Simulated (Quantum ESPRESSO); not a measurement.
# C in Quantum ESPRESSO: further runs

One slab, C, is run at these levels: PW91, rev-vdW-DF2; tasks: work function.

Program: Quantum ESPRESSO 7.5. These are calculated values, not measurements. Logs are shortened: lines on timing, memory, paths and dates and some standing lists are left out, and cuts for length are marked.

### Step 1. The slab as given

The cell holds a slab with vacuum, 4 atoms: a = 2.456 Å, b = 2.456 Å, c = 23.524 Å, α = 90.00°, β = 90.00°, γ = 120.00°.

The slab is cut from a database's or a generator's crystal, which needn't be the stable form of the element.

### Step 2. Work function, PW91

The input, pw.in:

```
&CONTROL
  calculation = 'scf'
  prefix = 'pwscf'
  outdir = './tmp'
  pseudo_dir = './pseudo'
  tprnfor = .true.
  disk_io = 'low'
/
&SYSTEM
  ibrav = 0
  celldm(1) = 8
  nat = 4
  ntyp = 1
  ecutwfc = 88
  nbnd = 14
  input_dft = 'pw91'
  occupations = 'smearing'
  smearing = 'fd'
  degauss = 0.00367493
/
&ELECTRONS
  conv_thr = 4d-09
  electron_maxstep = 150
  mixing_beta = 0.3
  mixing_mode = 'local-TF'
/
ATOMIC_SPECIES
C     12.0110 C_ONCV_PBE-1.2.upf
CELL_PARAMETERS alat
  0.5801861152580  -0.0000000000000   0.0000000000000
 -0.2900930576254   0.5024559147344   0.0000000000000
  0.0000000000000   0.0000000000000   5.5566932199939
ATOMIC_POSITIONS crystal
C      0.3333333300    0.6666666600    0.3188259945
C      0.6666666700    0.3333333400    0.3188259945
C      0.3333333300    0.6666666600    0.6811740055
C      0.6666666700    0.3333333400    0.6811740055
K_POINTS automatic
12 12 1 0 0 0
```

The input, pp_density.in:

```
&INPUTPP
  prefix = 'pwscf'
  outdir = './tmp'
  filplot = 'density.dat'
  plot_num = 0
/
&PLOT
  nfile = 1
  filepp(1) = 'density.dat'
  iflag = 3
  output_format = 6
  fileout = 'density.cube'
/
```

The input, pp_potential.in:

```
&INPUTPP
  prefix = 'pwscf'
  outdir = './tmp'
  filplot = 'potential.dat'
  plot_num = 11
/
&PLOT
  nfile = 1
  filepp(1) = 'potential.dat'
  iflag = 3
  output_format = 6
  fileout = 'potential.cube'
/
```

The input, pp_elf.in:

```
&INPUTPP
  prefix = 'pwscf'
  outdir = './tmp'
  filplot = 'elf.dat'
  plot_num = 8
/
&PLOT
  nfile = 1
  filepp(1) = 'elf.dat'
  iflag = 3
  output_format = 6
  fileout = 'elf.cube'
/
```

Potentials or basis: SG15 PBE 1.2.

Run with:

```
OMP_NUM_THREADS=1 mpirun -n 2 pw.x -nk 2 -in pw.in > pw.out
OMP_NUM_THREADS=1 mpirun -n 1 pp.x -in pp_density.in > pp_density.out
OMP_NUM_THREADS=1 mpirun -n 1 pp.x -in pp_potential.in > pp_potential.out
OMP_NUM_THREADS=1 mpirun -n 1 pp.x -in pp_elf.in > pp_elf.out
```

pw.out:

```text
This program is part of the open-source Quantum ESPRESSO suite
     for quantum simulation of materials; please cite
         "P. Giannozzi et al., J. Phys.:Condens. Matter 21 395502 (2009);
         "P. Giannozzi et al., J. Phys.:Condens. Matter 29 465901 (2017);
         "P. Giannozzi et al., J. Chem. Phys. 152 154105 (2020);
     in publications or presentations arising from this work. More details at

     IMPORTANT: XC functional enforced from input :
     Exchange-correlation= PW91
                           (   1   4   2   2   0   0   0)
     Any further DFT definition will be discarded
     Please, verify this is what you really want

     Message from routine setup:
     using ibrav=0 with symmetry is DISCOURAGED, use correct ibrav instead

     K-points division:     npool     =       2
     Subspace diagonalization in iterative solution of the eigenvalue problem:
     a serial algorithm will be used

     G-vector sticks info
     --------------------
     sticks:   dense  smooth     PW     G-vecs:    dense   smooth      PW
     Sum         517     517    163                92281    92281   15259

     Using Slab Decomposition

     bravais-lattice index     =            0
     lattice parameter (alat)  =       8.0000  a.u.
     unit-cell volume          =     829.3764 (a.u.)^3
     number of atoms/cell      =            4
     number of atomic types    =            1
     number of electrons       =        16.00
     number of Kohn-Sham states=           14
     kinetic-energy cutoff     =      88.0000  Ry
     charge density cutoff     =     352.0000  Ry
     scf convergence threshold =      4.0E-09
     mixing beta               =       0.3000
     number of iterations used =            8  local-TF  mixing
     Exchange-correlation= PW91
                           (   1   4   2   2   0   0   0)

     celldm(1)=   8.000000  celldm(2)=   0.000000  celldm(3)=   0.000000
     celldm(4)=   0.000000  celldm(5)=   0.000000  celldm(6)=   0.000000

     crystal axes: (cart. coord. in units of alat)
               a(1) = (   0.580186  -0.000000   0.000000 )
               a(2) = (  -0.290093   0.502456   0.000000 )
               a(3) = (   0.000000   0.000000   5.556693 )

     reciprocal axes: (cart. coord. in units 2 pi/alat)
               b(1) = (  1.723585  0.995112 -0.000000 )
               b(2) = (  0.000000  1.990224 -0.000000 )
               b(3) = ( -0.000000 -0.000000  0.179963 )

     PseudoPot. # 1 for C  read from file:
     C_ONCV_PBE-1.2.upf
     Pseudo is Norm-conserving, Zval =  4.0
     Generated using ONCVPSP code by D. R. Hamann
     Using radial grid of  602 points,  4 beta functions with:
                l(1) =   0
                l(2) =   0
                l(3) =   1
                l(4) =   1

     atomic species   valence    mass     pseudopotential
     C                 4.00    12.01100     C ( 1.00)

     24 Sym. Ops., with inversion, found

   Cartesian axes

     site n.     atom                  positions (alat units)
         1        C      tau(   1) = (   0.0000000   0.3349706   1.7716182  )
         2        C      tau(   2) = (   0.2900931   0.1674853   1.7716182  )
         3        C      tau(   3) = (   0.0000000   0.3349706   3.7850750  )
         4        C      tau(   4) = (   0.2900931   0.1674853   3.7850750  )

     number of k points=    19  Fermi-Dirac smearing, width (Ry)=  0.0037
                       cart. coord. in units 2pi/alat
        k(    1) = (   0.0000000   0.0000000   0.0000000), wk =   0.0138889
        k(    2) = (   0.0000000   0.1658520   0.0000000), wk =   0.0833333
        k(    3) = (   0.0000000   0.3317041   0.0000000), wk =   0.0833333
        k(    4) = (   0.0000000   0.4975561   0.0000000), wk =   0.0833333
        k(    5) = (   0.0000000   0.6634081   0.0000000), wk =   0.0833333
        k(    6) = (   0.0000000   0.8292601   0.0000000), wk =   0.0833333
[... 11 lines left out ...]
        k(   18) = (   0.4308962   0.9121862   0.0000000), wk =   0.1666667
        k(   19) = (   0.5745283   0.9951122   0.0000000), wk =   0.0277778

     Dense  grid:    92281 G-vectors     FFT dimensions: (  27,  27, 270)

     Initial potential from superposition of free atoms

     starting charge      15.9721, renormalised to      16.0000

     negative rho (up, down):  7.522E-05 0.000E+00
     Starting wfcs are random

     Self-consistent Calculation

     iteration #  1     ecut=    88.00 Ry     beta= 0.30
     Davidson diagonalization with overlap
     ethr =  1.00E-02,  avg # of iterations = 11.2

     total energy              =     -45.77313225 Ry
     estimated scf accuracy    <       0.37773213 Ry

     iteration #  2     ecut=    88.00 Ry     beta= 0.30
     Davidson diagonalization with overlap
     ethr =  2.36E-03,  avg # of iterations =  1.2

     total energy              =     -45.64158451 Ry
     estimated scf accuracy    <       0.25654182 Ry

     iteration #  3     ecut=    88.00 Ry     beta= 0.30
     Davidson diagonalization with overlap
     ethr =  1.60E-03,  avg # of iterations =  2.1

     total energy              =     -45.67837487 Ry
     estimated scf accuracy    <       0.01888240 Ry

     iteration #  4     ecut=    88.00 Ry     beta= 0.30
     Davidson diagonalization with overlap
     ethr =  1.18E-04,  avg # of iterations =  7.9

     total energy              =     -45.67325500 Ry
     estimated scf accuracy    <       0.01289116 Ry

     iteration #  5     ecut=    88.00 Ry     beta= 0.30
     Davidson diagonalization with overlap
     ethr =  8.06E-05,  avg # of iterations =  4.2

     total energy              =     -45.67432650 Ry
     estimated scf accuracy    <       0.00301742 Ry

     iteration #  6     ecut=    88.00 Ry     beta= 0.30
     Davidson diagonalization with overlap
     ethr =  1.89E-05,  avg # of iterations =  5.1

     negative rho (up, down):  2.683E-03 0.000E+00

     total energy              =     -45.67380523 Ry
     estimated scf accuracy    <       0.00158780 Ry

     iteration #  7     ecut=    88.00 Ry     beta= 0.30
     Davidson diagonalization with overlap
     ethr =  9.92E-06,  avg # of iterations =  6.0
[... 51 lines left out ...]
     iteration # 13     ecut=    88.00 Ry     beta= 0.30
     Davidson diagonalization with overlap
     ethr =  5.61E-08,  avg # of iterations =  6.4

     negative rho (up, down):  8.358E-05 0.000E+00

     total energy              =     -45.67384883 Ry
     estimated scf accuracy    <       0.00000078 Ry

     iteration # 14     ecut=    88.00 Ry     beta= 0.30
     Davidson diagonalization with overlap
     ethr =  4.86E-09,  avg # of iterations =  4.0

     negative rho (up, down):  6.981E-06 0.000E+00

     total energy              =     -45.67384719 Ry
     estimated scf accuracy    <       0.00000007 Ry

     iteration # 15     ecut=    88.00 Ry     beta= 0.30
     Davidson diagonalization with overlap
     ethr =  4.68E-10,  avg # of iterations =  4.2

     negative rho (up, down):  5.324E-06 0.000E+00

     total energy              =     -45.67384831 Ry
     estimated scf accuracy    <       0.00000001 Ry

     iteration # 16     ecut=    88.00 Ry     beta= 0.30
     Davidson diagonalization with overlap
     ethr =  9.07E-11,  avg # of iterations =  2.0

     End of self-consistent calculation

          k = 0.0000 0.0000 0.0000 ( 11395 PWs)   bands (ev):

   -20.6197 -20.6197  -8.7122  -8.7120  -4.1413  -4.1413  -4.1413  -4.1413
     1.8733   2.2126   2.6810   3.4443   3.7586   5.1909

          k = 0.0000 0.1659 0.0000 ( 11412 PWs)   bands (ev):

   -20.4551 -20.4551  -8.5144  -8.5142  -4.7874  -4.7874  -4.4809  -4.4809
     2.0987   2.4365   2.9080   3.6677   3.9867   5.4162

          k = 0.0000 0.3317 0.0000 ( 11502 PWs)   bands (ev):

   -19.9632 -19.9632  -7.9263  -7.9261  -6.4181  -6.4181  -5.2768  -5.2768
     2.7747   3.1084   3.5880   4.3358   4.6707   6.0896

          k = 0.0000 0.4976 0.0000 ( 11524 PWs)   bands (ev):

   -19.1497 -19.1497  -8.5135  -8.5135  -6.9673  -6.9671  -6.1613  -6.1613
     3.8995   4.2254   4.7084   5.4165   5.7981   6.3217

          k = 0.0000 0.6634 0.0000 ( 11574 PWs)   bands (ev):

   -18.0267 -18.0267 -10.7182 -10.7182  -6.8990  -6.8990  -5.6877  -5.6876
     3.9303   3.9327   5.4681   5.7792   6.3247   6.8143

          k = 0.0000 0.8293 0.0000 ( 11592 PWs)   bands (ev):

   -16.6241 -16.6241 -12.8241 -12.8241  -7.3749  -7.3749  -4.2516  -4.2515
     1.7778   1.7782   6.5695   6.5707   7.4987   7.7996

          k = 0.0000-0.9951 0.0000 ( 11566 PWs)   bands (ev):

   -15.3408 -15.3408 -14.3498 -14.3498  -7.5383  -7.5383  -3.3981  -3.3980
     0.6688   0.6691   6.4960   6.4960   9.8565   9.9661

          k = 0.1436 0.2488 0.0000 ( 11473 PWs)   bands (ev):

   -20.1269 -20.1269  -8.1214  -8.1212  -5.8157  -5.8157  -5.1602  -5.1602
     2.5495   2.8847   3.3617   4.1137   4.4430   5.8661

          k = 0.1436 0.4146 0.0000 ( 11519 PWs)   bands (ev):

   -19.4742 -19.4742  -7.5208  -7.5208  -7.3466  -7.3464  -6.1615  -6.1615
     3.4507   3.7802   4.2657   5.0005   5.3541   6.7558

          k = 0.1436 0.5805 0.0000 ( 11566 PWs)   bands (ev):

   -18.5059 -18.5058  -9.5934  -9.5934  -7.0513  -7.0513  -6.2208  -6.2207
     4.7938   4.9486   4.9499   5.1265   5.6550   6.3516

          k = 0.1436 0.7463 0.0000 ( 11602 PWs)   bands (ev):

   -17.2403 -17.2403 -11.7197 -11.7197  -7.6891  -7.6891  -4.8286  -4.8285
     2.7349   2.7353   6.5815   6.8757   7.3942   7.4178

          k = 0.1436 0.9122 0.0000 ( 11593 PWs)   bands (ev):

   -15.7502 -15.7502 -13.6711 -13.6711  -8.0192  -8.0192  -3.5064  -3.5063
     0.9492   0.9495   7.2283   7.2285   8.8142   9.0996

          k = 0.2873 0.4976 0.0000 ( 11553 PWs)   bands (ev):

   -18.6667 -18.6666  -8.8465  -8.8465  -7.5275  -7.5275  -6.4012  -6.4010
     4.5755   4.8977   5.3899   5.4180   5.4180   6.1006

          k = 0.2873 0.6634 0.0000 ( 11603 PWs)   bands (ev):

   -17.5545 -17.5545 -10.5749 -10.5749  -8.5856  -8.5856  -5.1369  -5.1368
     3.4533   3.4535   6.1427   6.4524   6.9457   7.6071

          k = 0.2873 0.8293 0.0000 ( 11596 PWs)   bands (ev):

   -16.1721 -16.1721 -12.4923 -12.4923  -9.1615  -9.1615  -3.6969  -3.6968
     1.5235   1.5236   8.1332   8.4162   8.8718   9.1246

          k = 0.2873 0.9951 0.0000 ( 11547 PWs)   bands (ev):

   -14.9203 -14.9203 -13.9447 -13.9447  -9.3464  -9.3464  -2.7950  -2.7949
     0.4445   0.4447   9.0268   9.0270  10.4165  10.4446

          k = 0.4309 0.7463 0.0000 ( 11603 PWs)   bands (ev):

   -16.3212 -16.3212 -11.6040 -11.6040 -10.0777 -10.0777  -3.7820  -3.7819
     1.8262   1.8262   7.9134   8.2024   8.5954   9.1063

          k = 0.4309 0.9122 0.0000 ( 11592 PWs)   bands (ev):

   -14.8900 -14.8900 -13.0333 -13.0333 -10.7853 -10.7853  -2.3832  -2.3832
     0.2926   0.2927   9.7707   9.8676  10.0904  10.3390

          k = 0.5745 0.9951 0.0000 ( 11595 PWs)   bands (ev):

   -13.6649 -13.6649 -13.6649 -13.6649 -11.6992 -11.6992  -1.0154  -1.0154
    -1.0154  -1.0154   9.5947   9.6145  11.8085  11.8088

     the Fermi energy is    -1.0154 ev

!    total energy              =     -45.67384808 Ry
     estimated scf accuracy    <          1.7E-09 Ry
     smearing contrib. (-TS)   =      -0.00028303 Ry
     internal energy E=F+TS    =     -45.67356505 Ry

     The total energy is F=E-TS. E is the sum of the following terms:
     one-electron contribution =    -302.71339310 Ry
     hartree contribution      =     154.52519135 Ry
     xc contribution           =     -14.11886136 Ry
     ewald contribution        =     116.63349806 Ry

     convergence has been achieved in  16 iterations

     Forces acting on atoms (cartesian axes, Ry/au):

     atom    1 type  1   force =     0.00000000    0.00000000    0.00035711
     atom    2 type  1   force =     0.00000000   -0.00000000    0.00035711
     atom    3 type  1   force =     0.00000000    0.00000000   -0.00035711
     atom    4 type  1   force =    -0.00000000   -0.00000000   -0.00035711

     Total force =     0.000714     Total SCF correction =     0.000084
     SCF correction compared to forces is large: reduce conv_thr to get better values

=------------------------------------------------------------------------------=
   JOB DONE.
=------------------------------------------------------------------------------=
```

It took 52 s on 2 MPI ranks of Arm Neoverse V2, shared host; peak memory 0.36 GiB.

What came out:

* Free energy: -621.4244 eV
* Largest force: 0.009 eV/Å
* Band gap on the k mesh: none (metal or under the smearing width)
* Work function of the upper face: 4.25 eV
* Work function of the lower face: 4.25 eV

Forces on the atoms (eV/Å):
```
C    0.000  0.000  0.009
C    0.000  0.000  0.009
C    0.000  0.000 -0.009
C    0.000  0.000 -0.009
```

Caveat: the potentials were made for another functional, which shifts forces and pressure.

### Step 3. Work function, rev-vdW-DF2

pw.in: that of step 2 with these lines changed.

```diff
@@ -15,3 +15,3 @@
   nbnd = 14
-  input_dft = 'pw91'
+  input_dft = 'vdw-df2-b86r'
   occupations = 'smearing'
```

pp_density.in is that of step 2.

pp_potential.in is that of step 2.

pp_elf.in is that of step 2.

Potentials or basis: SG15 PBE 1.2.

Run with:

```
OMP_NUM_THREADS=1 mpirun -n 2 pw.x -nk 2 -in pw.in > pw.out
OMP_NUM_THREADS=1 mpirun -n 1 pp.x -in pp_density.in > pp_density.out
OMP_NUM_THREADS=1 mpirun -n 1 pp.x -in pp_potential.in > pp_potential.out
OMP_NUM_THREADS=1 mpirun -n 1 pp.x -in pp_elf.in > pp_elf.out
```

pw.out:

```text
This program is part of the open-source Quantum ESPRESSO suite
     for quantum simulation of materials; please cite
         "P. Giannozzi et al., J. Phys.:Condens. Matter 21 395502 (2009);
         "P. Giannozzi et al., J. Phys.:Condens. Matter 29 465901 (2017);
         "P. Giannozzi et al., J. Chem. Phys. 152 154105 (2020);
     in publications or presentations arising from this work. More details at

     IMPORTANT: XC functional enforced from input :
     Exchange-correlation= VDW-DF2-B86R
                           (   1   4  26   0   2   0   0)
     Any further DFT definition will be discarded
     Please, verify this is what you really want

     Message from routine setup:
     using ibrav=0 with symmetry is DISCOURAGED, use correct ibrav instead

     K-points division:     npool     =       2
     Subspace diagonalization in iterative solution of the eigenvalue problem:
     a serial algorithm will be used

     G-vector sticks info
     --------------------
     sticks:   dense  smooth     PW     G-vecs:    dense   smooth      PW
     Sum         517     517    163                92281    92281   15259

     Using Slab Decomposition

     bravais-lattice index     =            0
     lattice parameter (alat)  =       8.0000  a.u.
     unit-cell volume          =     829.3764 (a.u.)^3
     number of atoms/cell      =            4
     number of atomic types    =            1
[... 103 lines left out ...]
     %  * Unscreened and range-separated hybrid vdW-DF2-b86r functionals    %
     %    DOI: 10.1063/1.4986522 and DOI: 10.1103/PhysRevX.12.041003        %
     %    use with input_dft = 'vdW-DF2-br0' and 'vdW-DF2-ahbr'             %
     %                                                                      %
     %%%%%%%%%%%%%%%%%%%%%%%%%%%%%%%%%%%%%%%%%%%%%%%%%%%%%%%%%%%%%%%%%%%%%%%%

     Starting wfcs are random

     Self-consistent Calculation

     iteration #  1     ecut=    88.00 Ry     beta= 0.30
     Davidson diagonalization with overlap
     ethr =  1.00E-02,  avg # of iterations = 11.4

     total energy              =     -45.74775311 Ry
     estimated scf accuracy    <       0.37729400 Ry
[... 123 lines left out ...]
     iteration # 16     ecut=    88.00 Ry     beta= 0.30
     Davidson diagonalization with overlap
     ethr =  4.20E-11,  avg # of iterations =  3.2

     End of self-consistent calculation

          k = 0.0000 0.0000 0.0000 ( 11395 PWs)   bands (ev):

   -20.6813 -20.6813  -8.8018  -8.8015  -4.2427  -4.2427  -4.2427  -4.2427
     1.6345   1.9434   2.5811   3.2563   3.7305   5.0987
[... 23 lines left out ...]
   -16.6920 -16.6920 -12.8972 -12.8972  -7.4655  -7.4655  -4.3307  -4.3306
     1.6940   1.6944   6.5159   6.5179   7.2458   7.5142

          k = 0.0000-0.9951 0.0000 ( 11566 PWs)   bands (ev):

   -15.4135 -15.4135 -14.4172 -14.4172  -7.6286  -7.6286  -3.4726  -3.4725
     0.5799   0.5802   6.4457   6.4457   9.5812   9.7116

          k = 0.1436 0.2488 0.0000 ( 11473 PWs)   bands (ev):
[... 56 lines left out ...]
   -13.7407 -13.7407 -13.7407 -13.7407 -11.7672 -11.7672  -1.0882  -1.0882
    -1.0882  -1.0882   9.3691   9.3882  11.5614  11.5615

     the Fermi energy is    -1.0882 ev

!    total energy              =     -45.65051538 Ry
     estimated scf accuracy    <          4.5E-10 Ry
     smearing contrib. (-TS)   =      -0.00028303 Ry
     internal energy E=F+TS    =     -45.65023236 Ry

     The total energy is F=E-TS. E is the sum of the following terms:
     one-electron contribution =    -302.59038537 Ry
     hartree contribution      =     154.39432315 Ry
     xc contribution           =     -14.08766820 Ry
     ewald contribution        =     116.63349806 Ry

     convergence has been achieved in  16 iterations

     Forces acting on atoms (cartesian axes, Ry/au):

     atom    1 type  1   force =     0.00000000   -0.00000000    0.00066552
     atom    2 type  1   force =     0.00000000    0.00000000    0.00066552
     atom    3 type  1   force =    -0.00000000   -0.00000000   -0.00066552
     atom    4 type  1   force =     0.00000000    0.00000000   -0.00066552

     Total force =     0.001331     Total SCF correction =     0.000014

=------------------------------------------------------------------------------=
   JOB DONE.
=------------------------------------------------------------------------------=
```

pp_density.out:

```text
This program is part of the open-source Quantum ESPRESSO suite
     for quantum simulation of materials; please cite
         "P. Giannozzi et al., J. Phys.:Condens. Matter 21 395502 (2009);
         "P. Giannozzi et al., J. Phys.:Condens. Matter 29 465901 (2017);
         "P. Giannozzi et al., J. Chem. Phys. 152 154105 (2020);
     in publications or presentations arising from this work. More details at

[... 48 lines left out ...]
     Writing data to file  density.dat
     Reading data from file  density.dat

     Writing data to be plotted to file density.cube
     Plot Type: 3D                     Output format: Gaussian cube

=------------------------------------------------------------------------------=
   JOB DONE.
=------------------------------------------------------------------------------=
```

It took 4.1 min on 2 MPI ranks of Arm Neoverse V2, shared host; peak memory 0.54 GiB.

What came out:

- Free energy: -621.1069 eV
- Largest force: 0.017 eV/Å
- Band gap on the k mesh: none (metal or under the smearing width)
- Work function of the upper face: 4.35 eV
- Work function of the lower face: 4.35 eV

Forces in eV/Å, atoms in the order of the input:
```
C    0.000  0.000  0.017
C    0.000  0.000  0.017
C    0.000  0.000 -0.017
C    0.000  0.000 -0.017
```

Caveat: the potentials were made for another functional, which shifts forces and pressure.
